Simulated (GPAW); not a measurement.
Crystal: Na2S.

```
S Na
1.0
     0.00000    3.27350    3.27350
     3.27350    0.00000    3.27350
     3.27350    3.27350    0.00000
S Na
1 2
Direct
  0.00000 0.00000 0.00000
  0.75000 0.75000 0.75000
  0.25000 0.25000 0.25000
```

Base run:

- Program: GPAW 26.7.0
- Functional: PBEsol
- Potentials or basis: PAW data sets generated in the run's folder for this functional
- Cutoff: 800 eV
- Basis: pw
- k mesh: 7 × 7 × 7
- Occupations: fermi-dirac, width 0.05 eV
- Spin: no spin polarisation

Its results: band gap on the k mesh 2.36 eV, direct; pressure -0.5 GPa.

The run is repeated on the same cell with these changes: functional from PBEsol to LDA; potentials or basis from PAW data sets generated in the run's folder for this functional to the program's PAW data sets (release 1.2.1) made for this functional. What comes out?

Band gap on the k mesh 2.24 eV, direct; pressure -2.1 GPa.
